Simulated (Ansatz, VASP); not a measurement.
# One calculation of AlRu, two programs

```
Ru Al
1.0
     2.99160    0.00000    0.00000
     0.00000    2.99160    0.00000
     0.00000    0.00000    2.99160
Ru Al
1 1
Cartesian
  1.4958 1.4958 1.4958
  0.0000 0.0000 0.0000
```

Alike in both runs: task band structure; functional LDA; k mesh 9 × 9 × 9; occupations fermi-dirac, width 0.05 eV; no spin polarisation.

|  | VASP | Ansatz |
| --- | --- | --- |
| version | VASP 6.6.1 | Ansatz 0.2.0 |
| potentials or method | VASP PAW LDA potentials, release 64 (Ru_pv, Al) | Ansatz PAW |
| plane-wave cutoff (eV) | 520 | 420 |
| valence electrons in the cell | 17 | 19 |

|  | VASP | Ansatz | Ansatz less VASP |
| --- | --- | --- | --- |
| gap on the k mesh at the Fermi level (eV) | none | none | - |
| pressure (GPa) | -7.8 | -8.2 | -0.43 |

A gap of «none» marks a metal or a gap that the smearing closes. The two sets of potentials don't hold the same shells in valence.

Caveats: the PAW data sets come from PBE, with cores solved anew for the run's functional, which leaves a small shift of forces and pressure (Ansatz).
